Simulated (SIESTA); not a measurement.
**TiB2 under changes of volume**

One of the cells (8.723 Å³/atom); the others are scaled copies at fixed shape and fractional positions:

```
Ti B
1.0
     3.04926    0.00000    0.00000
    -1.52463    2.64074    0.00000
     0.00000    0.00000    3.24978
Ti B
1 2
Direct
  0.00000 0.00000 0.00000
  0.66667 0.33333 0.50000
  0.33333 0.66667 0.50000
```

| Quantity | Value |
| --- | --- |
| Program | SIESTA 5.4.2 |
| Functional | PBE |
| Potentials or basis | PseudoDojo 0.4 standard (PBE files) |
| Basis | DZP (energy shift 0.002 Ry) |
| Grid cutoff | 800 Ry |
| Energy shift | 0.002 Ry |
| k mesh | 10 × 10 × 8 |
| Occupations | fermi-dirac, width 0.05 eV |
| Spin | no spin polarisation |

```csv
volume (Å³/atom),energy over the lowest point (meV/atom),pressure (GPa)
8.039,?,?
8.210,16.08,13.4
8.381,4.90,7.6
8.723,0.00,-2.7
8.894,5.17,-7.0
9.065,14.76,-10.9
```

Q: What does the run at 8.039 Å³/atom give?

A: Energy over the lowest point 33.66 meV/atom; pressure 19.7 GPa.

Worked out: A Birch-Murnaghan fit of order 3 (a polynomial in V^(-2/3)) to the other rows has its minimum at 8.63 Å³/atom with B0 = V·E''(V) = 245 GPa and B' = 4.2 at fixed shape and positions, which overstates the stiffness. It gives 33.93 meV/atom at 8.039 Å³/atom, against the run's 33.66, and -dE/dV = 20.1 GPa, against 19.7.

Energies are extrapolated to zero smearing.

Caveats: semicore shells carry a single zeta, which can move pressures by several GPa and volumes by a few percent; the basis of atomic orbitals isn't converged, which shifts pressures, moduli and gaps.
